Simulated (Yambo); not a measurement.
Input of a Yambo 5.3.0 run:

File optics2.in:

```
optics
chi
tddft
Chimod= "ALDA"
% BndsRnXd
 1 | 29 |
%
NGsBlkXd= 1 Ry
% LongDrXd
 0 | 0 | 1 |
%
% QpntsRXd
 1 | 1 |
%
% EnRngeXd
 0 | 15 | eV
%
% DmRngeXd
 0.2 | 0.2 | eV
%
ETStpsXd= 150
FxcGRLc= 1 Ry
VXCRLvcs= 1 Ry
```

Contents of scf.in:

```
&CONTROL
  calculation = 'scf'
  prefix = 'pwscf'
  outdir = './tmp'
  pseudo_dir = './pseudo'
/
&SYSTEM
  ibrav = 0
  A = 3.99776961
  nat = 2
  ntyp = 2
  ecutwfc = 80
  nbnd = 21
  occupations = 'smearing'
  smearing = 'fd'
  degauss = 0.00367493
  force_symmorphic = .true.
/
&ELECTRONS
  conv_thr = 4d-10
  electron_maxstep = 120
  mixing_beta = 0.5
/
ATOMIC_SPECIES
As    74.9216 As.upf
Ga    69.7230 Ga.upf
CELL_PARAMETERS alat
   0.0000000000    0.7071067810    0.7071067810
   0.7071067810    0.0000000000    0.7071067810
   0.7071067810    0.7071067810    0.0000000000
ATOMIC_POSITIONS alat
As     1.0606601715    1.0606601715    1.0606601715
Ga     0.0000000000    0.0000000000    0.0000000000
K_POINTS automatic
8 8 8 0 0 0
```

File nscf.in:

```
&CONTROL
  calculation = 'nscf'
  prefix = 'pwscf'
  outdir = './tmp'
  pseudo_dir = './pseudo'
/
&SYSTEM
  ibrav = 0
  A = 3.99776961
  nat = 2
  ntyp = 2
  ecutwfc = 80
  nbnd = 34
  occupations = 'fixed'
  force_symmorphic = .true.
/
&ELECTRONS
  conv_thr = 1d-08
  diago_full_acc = .true.
  diago_thr_init = 1d-06
/
ATOMIC_SPECIES
As    74.9216 As.upf
Ga    69.7230 Ga.upf
CELL_PARAMETERS alat
   0.0000000000    0.7071067810    0.7071067810
   0.7071067810    0.0000000000    0.7071067810
   0.7071067810    0.7071067810    0.0000000000
ATOMIC_POSITIONS alat
As     1.0606601715    1.0606601715    1.0606601715
Ga     0.0000000000    0.0000000000    0.0000000000
K_POINTS automatic
8 8 8 0 0 0
```

Potentials or basis: PseudoDojo 0.4.1 SR LDA standard.

Command:

```bash
$ OMP_NUM_THREADS=1 pw.x -in scf.in > scf.out
$ OMP_NUM_THREADS=1 pw.x -in nscf.in > nscf.out
$ cd tmp/pwscf.save; p2y; mv SAVE ../..; cd ../..
$ OMP_NUM_THREADS=1 yambo
$ OMP_NUM_THREADS=1 yambo -F optics2.in -J optics2 -C optics2_out
```

Problem. Predict the electronic dielectric constant along the field.

Solution. 77.48.

Problem. What does it give for the electronic dielectric constant along the field, independent particles?

Solution. 77.59.

Problem. Predict the band gap on the k mesh, mean-field level.

Solution. 0.28 eV, direct.

Dielectric function (along the field direction of the input):
```tsv
energy (eV)	real part	imaginary part
0.30	29.09	72.19
1.01	12.06	8.27
1.81	17.97	19.35
2.62	8.52	9.38
3.32	10.09	14.51
4.13	-0.25	23.41
4.93	-4.38	8.67
5.64	-2.13	13.65
6.44	-4.67	4.46
7.25	-3.70	3.39
7.95	-2.50	2.02
8.76	-2.12	2.31
9.56	-1.87	2.01
10.27	-1.75	1.04
11.07	-0.79	0.97
11.88	-1.12	0.74
12.58	-0.61	0.53
13.39	-0.43	0.60
14.19	-0.27	0.47
15.00	-0.03	0.42
```

Caveat: spectra need much finer meshes, so this one isn't converged; these spectra lack excitons.

**Measured values to compare with.**

“Evidence of valence band perturbations in GaAsN/GaAs(001): A combined variable-angle spectroscopic ellipsometry and modulated photoreflectance investigation”, 2008, arxiv:0805.2212 reports, for a bulk crystal of GaAs at 300 K: band gap 1.418 ± 0.005 eV (direct).

Against the measured gap of GaAs, 1.418 eV (direct; 300 K; “Evidence of valence band perturbations in GaAsN/GaAs(001): A combined variable-angle spectroscopic ellipsometry and modulated photoreflectance investigation”, 2008, arxiv:0805.2212), the calculated 0.28 eV is off by -1.14 eV. So large a miss can be the level of theory's own, or it may mean another phase, state or a wrong row. 3 values of this kind are on record (1.412 to 1.51 eV); this one was drawn at random among those near their median, those with a stated uncertainty first. Spin-orbit coupling on As, Ga is left out. The value is that of LDA on a finite k mesh, which can miss the band edges, without temperature or zero-point motion. Semilocal functionals fall short of measured gaps as a rule.
